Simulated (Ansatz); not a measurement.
# Tantalum, diamond: r²SCAN0 after r²SCAN

How do the levels change when part of the exchange is made exact, and what does it cost? Spin polarisation is left out. The geometry was relaxed under r²SCAN beforehand and is kept. Exact exchange is dear, so the k-mesh is coarse, and r²SCAN is run on the same mesh for comparison.

Method: DFT, plane waves (500 eV) with PBE-made PAW files, scalar-relativistic; functionals as named at each step, in Ansatz 0.2.0.

**1. The structure to begin with**

The structure is cubic, space group Fd-3m (No. 227). Conventional cell: a = 6.060 Å, b = 6.060 Å, c = 6.060 Å, α = 90.00°, β = 90.00°, γ = 90.00°. Ta (site symmetry -43m) is surrounded by 4 Ta at 2.62 Å.

Coordinates:

```cif
data_structure
_symmetry_space_group_name_H-M 'Fd-3m:1'
_symmetry_Int_Tables_number 227
_cell_length_a 6.0596
_cell_length_b 6.0596
_cell_length_c 6.0596
_cell_angle_alpha 90.000
_cell_angle_beta 90.000
_cell_angle_gamma 90.000
_cell_volume 222.50
loop_
_atom_site_label
_atom_site_type_symbol
_atom_site_symmetry_multiplicity
_atom_site_Wyckoff_symbol
_atom_site_fract_x
_atom_site_fract_y
_atom_site_fract_z
_atom_site_occupancy
Ta1 Ta 8 b 0.75000 0.75000 0.75000 1
```

**2. r²SCAN on the coarse mesh**

The run with r²SCAN.

Input file input.yaml:

```yaml
crystal:
  lattice:
    - [0.0, 3.0298054261, 3.0298054261]
    - [3.0298054261, 0.0, 3.0298054261]
    - [3.0298054261, 3.0298054261, 0.0]
  atoms:
    - { symbol: Ta, position: [0.125, 0.125, 0.125] }
    - { symbol: Ta, position: [0.875, 0.875, 0.875] }
hamiltonian:
  xc: r2scan
  pseudopotentials:
    kind: paw
    azcp:
      Ta: "pseudopotentials/Ta.paw.azcp"
basis:
  ecutwfc: 500
  fft_grid_basis: typed
kpoints:
  mp_grid: { grid: [5, 5, 5], shift: [0, 0, 0] }
magnetization:
  spin_polarized: false
scf:
  occupations: { method: fermi_dirac, width: 0.1 }
```

Command:

```
$ ansatz run input.yaml --threads 4 --pin off --max-ram 8192MiB --backend cpu --events-out ev --progress --plain --runs-dir out
```

The program printed:

```text
Warning: RAYON_NUM_THREADS=4 ignored (pool sized by the plan → 4); use --threads N
Engine: ansatz 0.2.0, aarch64-unknown-linux-gnu
Pseudopotentials: kind: paw
Pseudopotential: Ta, paw, valence charge 13, recommended cutoff 500 eV (meta_gga), <dir>
Functional definition: r2SCAN
  parameter k0 = 0.174
  parameter k1 = 0.065
  parameter a1 = 4.9479
  exchange = r2scan_x(k0 = k0, k1 = k1, a1 = a1)
  correlation = r2scan_c
Crystal: 2 atoms, lattice volume = 55.626 Å³
Basis set: ecut = 500 eV, 1411 PW (Γ), exchange–correlation on 128×128×128 points (64 copies of the dense FFT grid, shifted against one another)
Bands: 17, of which v1, the nominal top of the filled ones, is band 13 counted from 1 (12 counted from 0)
Symmetry: 48 space group operations
Space group: Fd-3m (ITA 227), of the structure as read, at distance tolerance 3.8e-5 Å
k-points: 10 of 125
Non-local potential: Ta, projectors of the file, l = 0: 3, l = 1: 2, l = 2: 2, l = 3: 1
PAW form: soft (Blöchl's): semilocal exchange-correlation on the pseudo side does not see the compensation charge
PAW frozen core: Ta, regenerated for the run's functional (the file was generated under x = pbe(κ = 0.804, μ = 0.2195149727645171), c = pbe(β = 0.06672455060314922))
PAW one-centre angular grid: Ta, 590 points (default); XC on 160 Gauss nodes
Initial density: superposition of atomic densities (neutral atoms: chi_scale 0, normalization atom), corrected by the library's trained network
Initial wavefunctions: pseudopotential atomic-orbital guess
Functional: x = r2scan, c = r2scan; τ floored in thin density (d = 2e-4 eV/Å³)
SCF iter   1: F=—  HF=-19882.419960 eV  |F-HF|=—  |Δ(HF+E_count)|=         —  Δρ=5.48e-3  dr2=5.22e-3  dr2_τ=2.00e-2  ethr=1.77e-3  ⟨swp⟩=5.0  Hψ=855  notcnv=0
preconditioner: auto → Kerker (q_TF=auto, 2.403 Å⁻¹)  [metal: Δε(μ)=0.122 eV  Ē_g=3.151 eV  σ=0.100 eV  W_gap=0.29  n_scr=14 (ndim 8)  ℏωp=15.7 eV  f_vac=0.000  D(μ)=3.76/eV (n_scr^D=50)]
SCF iter   2: F=—  HF=-19882.445921 eV  |F-HF|=—  |Δ(HF+E_count)|=   2.60e-2  Δρ=3.22e-3  dr2=2.12e-3  dr2_τ=2.46e-4  ethr=2.01e-5  ⟨swp⟩=2.9  Hψ=396  notcnv=0
SCF iter   3: F=—  HF=-19882.447013 eV  |F-HF|=—  |Δ(HF+E_count)|=   1.09e-3  Δρ=5.33e-4  dr2=2.17e-4  dr2_τ=3.43e-5  ethr=8.17e-6  ⟨swp⟩=2.2  Hψ=214  notcnv=0
SCF iter   4: F=—  HF=-19882.447113 eV  |F-HF|=—  |Δ(HF+E_count)|=   1.00e-4  Δρ=2.61e-4  dr2=5.33e-5  dr2_τ=7.72e-7  ethr=8.33e-7  ⟨swp⟩=2.0  Hψ=215  notcnv=0
SCF iter   5: F=—  HF=-19882.447154 eV  |F-HF|=—  |Δ(HF+E_count)|=   4.14e-5  Δρ=4.89e-5  dr2=1.82e-6  dr2_τ=1.26e-7  ethr=2.05e-7  ⟨swp⟩=2.0  Hψ=226  notcnv=0
SCF iter   6: F=—  HF=-19882.447156 eV  |F-HF|=—  |Δ(HF+E_count)|=   1.50e-6  Δρ=3.36e-5  dr2=2.89e-7  dr2_τ=4.35e-8  ethr=7.01e-9  ⟨swp⟩=2.0  Hψ=226  notcnv=0
SCF iter   7: F=-19882.447156 eV  HF=-19882.447156 eV  |F-HF|=5.20e-8  |Δ(HF+E_count)|=   3.34e-7  Δρ=1.34e-5  dr2=4.87e-8  dr2_τ=5.39e-9  ethr=3.85e-10  ⟨swp⟩=2.7  Hψ=356  notcnv=0
SCF 1 converged in 7 iterations: F = -19882.447156 eV  dr2 = 4.87e-8
SCF converged after 7 iterations
Free energy (F): -19882.447156 eV
Harris-Foulkes:  -19882.447156 eV  (|F-HF|=5.20e-8)
Internal energy: -19882.323634 eV  (E = F + TS)
E sigma→0 (E₀):  -19882.385395 eV
Entropy (-TS):   -0.123522 eV (-61.761 meV/atom)
Fermi energy:    10.571173 eV
--- Per-component energies (eV) ---
  E_band       = -432.390959
  E_kinetic    = 729.398875
  E_local      = -1923.639533  (includes V_loc(G=0)·N_el)
  E_nonlocal   = 35.669326
  E_hartree    = 690.416710
  E_xc         = -403.408741
  E_vxc        = -437.546272  (∫ρ·V_xc dr)
  E_paw        = -16845.909446  (= ΣΔE_a)
  E_vpaw       = -240.091688  (= ΣTr[D̂ρ^β])
  E_aug_tail   = 0.000156  (compensation charges beyond the density's cutoff)
  E_vtau       = 22.988853  (kinetic-family band-sum trace: ∫τ·v_τ [+ j·A + Jᵃ·Aᵃ] dr)
  E_ewald      = -2163.338421
  E_core_change = -1.512561  (= ΣΔE_core)
  E_smearing   = -0.123522  (= −TS)
  E_closure    = 0.000000  (closes the sum)
  Σ components = -19882.447156   (vs F -19882.447156, Δ=0.00e0)
```

Run time: 0.54 s. Hardware: 4 threads of Arm Neoverse V2, shared host; peak memory 0.38 GiB.

[end of part 1 of 2]
